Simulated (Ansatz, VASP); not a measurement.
**Two plane-wave programs on TiC**

The input INCAR:

```
SYSTEM = TiC
PREC = Accurate ; ENCUT = 600
EDIFF = 1E-7 ; ISMEAR = 0
SIGMA = 0.1 ; LREAL = .False.
LASPH = .True. ; NELM = 100
ALGO = Normal ; ISIF = 3
LWAVE = .False. ; LCHARG = .False.
GGA = CA ; IBRION = 2
NSW = 100 ; EDIFFG = -0.05
```

KPOINTS

```
regular mesh
0
Gamma
  8 8 8
  0 0 0
```

Contents of POSCAR:

```
TiC
1.0
    0.0000000000      2.1593000000      2.1593000000
    2.1593000000      0.0000000000      2.1593000000
    2.1593000000      2.1593000000      0.0000000000
Ti C
1 1
Direct
    0.0000000000      0.0000000000      0.0000000000
    0.5000000000      0.5000000000      0.5000000000
```

Input for Ansatz:

```yaml
crystal:
  lattice:
    - [0.0, 2.1593, 2.1593]
    - [2.1593, 0.0, 2.1593]
    - [2.1593, 2.1593, 0.0]
  atoms:
    - { symbol: Ti, position: [0.0, 0.0, 0.0] }
    - { symbol: C, position: [0.5, 0.5, 0.5] }
basis:
  ecutwfc: 420
kpoints:
  mp_grid: { grid: [8, 8, 8] }
hamiltonian:
  xc: lda
scf:
  occupations: { method: gaussian, width: 0.1 }
output:
  forces: true
  stress: true
  eigenvalues: true
relax:
  adjacent_minimum: "off"
  f_tol: 0.05
  max_steps: 80
  cell: { stress_tol: 0.5 }
```

Alike in both runs: task relaxation of cell and atoms; functional LDA; k mesh 8 × 8 × 8; occupations gaussian, width 0.1 eV; no spin polarisation.

|  | VASP | Ansatz |
| --- | --- | --- |
| version | VASP 6.6.1 | Ansatz 0.2.0 |
| potentials or method | VASP PAW LDA potentials, release 64 (Ti_sv, C) | scalar-relativistic, plane waves, PAW |
| plane-wave cutoff (eV) | 600 | 420 |
| valence electrons in the cell | 16 | 16 |

|  | VASP | Ansatz | Ansatz less VASP |
| --- | --- | --- | --- |
| gap on the k mesh at the Fermi level, each at its own relaxed structure (eV) | none | none | - |
| relaxed volume (Å³/atom) | 9.69 | 9.67 | -0.023 |
| relaxed cell length with the largest relative difference (Å) | 3.015 | 3.013 | -0.0024 |
| energy change over the relaxation (meV/atom) | -12 | -14 | -1.4 |

A gap of «none» marks a metal or a gap that the smearing closes.

 LDA usually gives volumes a few per cent too small. Zero-point motion and thermal expansion aren't in these numbers.
